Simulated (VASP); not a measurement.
## VASP 6.6.1 run: SnTe

INCAR

```
SIGMA = 0.02
LREAL = .FALSE.
ISMEAR = -1
PREC = Low
GGA = PS
LCHARG = .FALSE.
ENCUT = 600
ISIF = 3
NELM = 93
IBRION = 2
EDIFF = 1E-7
EDIFFG = -5E-3
NSW = 40
LASPH = .TRUE.
LWAVE = .FALSE.
NBANDS = 17
```

KPOINTS

```
KPOINTS created by Atomic Simulation Environment
0
Gamma
6 6 6
0 0 0
```

POSCAR

```
Sn Te
 1.0000000000000000
    -0.0000000000000000    3.2053449931371869    3.2053449931371869
     3.2053449931371869    0.0000000000000000    3.2053449931371869
     3.2053449931371869    3.2053449931371869   -0.0000000000000000
 Sn  Te
   1   1
Cartesian
  0.0000000000000000  0.0000000000000000  0.0000000000000000
  3.2053449931371869  3.2053449931371869  3.2053449931371869
```

The recommended PBE PAW datasets give the neutral cell 20 valence electrons.

Command

```
mpirun -np 1 vasp_std
```

How does this run end, and what does it give?

It converged. Results: relaxed cell vector lengths 4.446, 4.446, 4.446 Å; relaxed cell volume 62.15 Å³.

OSZICAR

```
N       E                     dE             d eps       ncg     rms          rms(c)
DAV:   1     0.135775844747E+03    0.13578E+03   -0.10462E+04   552   0.150E+03
DAV:   2     0.447973980225E+01   -0.13130E+03   -0.12798E+03   568   0.367E+02
DAV:   3    -0.799735507960E+01   -0.12477E+02   -0.12371E+02   674   0.952E+01
DAV:   4    -0.837079036598E+01   -0.37344E+00   -0.37299E+00   632   0.166E+01
DAV:   5    -0.838534918223E+01   -0.14559E-01   -0.14558E-01   829   0.325E+00    0.428E+00
DAV:   6    -0.831533492473E+01    0.70014E-01   -0.15627E-01   735   0.291E+00    0.280E+00
DAV:   7    -0.831322214899E+01    0.21128E-02   -0.51920E-02   657   0.124E+00    0.881E-01
DAV:   8    -0.831285479118E+01    0.36736E-03   -0.68980E-03   690   0.673E-01    0.156E-01
DAV:   9    -0.831290248664E+01   -0.47695E-04   -0.74642E-04   707   0.219E-01    0.333E-02
DAV:  10    -0.831288097763E+01    0.21509E-04   -0.85820E-05   747   0.795E-02    0.222E-02
...
       N       E                     dE             d eps       ncg     rms          rms(c)
DAV:   1    -0.836994371519E+01   -0.29421E-01   -0.58747E-01   674   0.111E+01    0.976E-01
DAV:   2    -0.834786889228E+01    0.22075E-01   -0.35292E-02   689   0.278E+00    0.410E-01
DAV:   3    -0.834243079574E+01    0.54381E-02   -0.14632E-02   700   0.164E+00    0.772E-02
DAV:   4    -0.834226749721E+01    0.16330E-03   -0.46573E-04   582   0.185E-01    0.875E-02
DAV:   5    -0.834217971530E+01    0.87782E-04   -0.60253E-05   764   0.550E-02    0.171E-02
DAV:   6    -0.834217706968E+01    0.26456E-05   -0.10483E-05   684   0.481E-02    0.338E-03
DAV:   7    -0.834217683751E+01    0.23218E-06   -0.34207E-07   595   0.482E-03    0.106E-03
DAV:   8    -0.834217685816E+01   -0.20654E-07   -0.46357E-08   289   0.240E-03
   3 F= -.83421769E+01 E0= -.83421118E+01  d E =-.292967E-01
```

Standard output (part)

```
POSCAR found type information on POSCAR SnTe
 POSCAR found :  2 types and       2 ions
 LDA part: xc-table for (Slater+PW92), standard interpolation
 POSCAR, INCAR and KPOINTS ok, starting setup
 WAVECAR not read
 entering main loop
 curvature:   0.00 expect dE= 0.000E+00 dE for cont linesearch  0.000E+00
 search vector abs. value=  0.680E-01
 bond charge predicted
 trial-energy change:   -0.027643  1 .order   -0.025125   -0.068040    0.017790
 bond charge predicted
 curvature:  -0.39 expect dE=-0.110E-05 dE for cont linesearch -0.110E-05
 search vector abs. value=  0.282E-05
 reached required accuracy - stopping structural energy minimisation
```

| ionic step | ΔE (meV/atom) | volume (Å³) | largest force (eV/Å) | pressure (GPa) | electronic steps |
| --- | --- | --- | --- | --- | --- |
| 1 | 0.0 | 65.86 | 0.000 | -2.36 | 15 |
| 2 | -13.8 | 61.35 | 0.000 | 0.66 | 10 |
| 3 | -14.6 | 62.15 | 0.000 | 0.02 | 8 |

For comparison, a separate PBEsol relaxation on usual settings, not on those above, ends at 62.12 Å³.
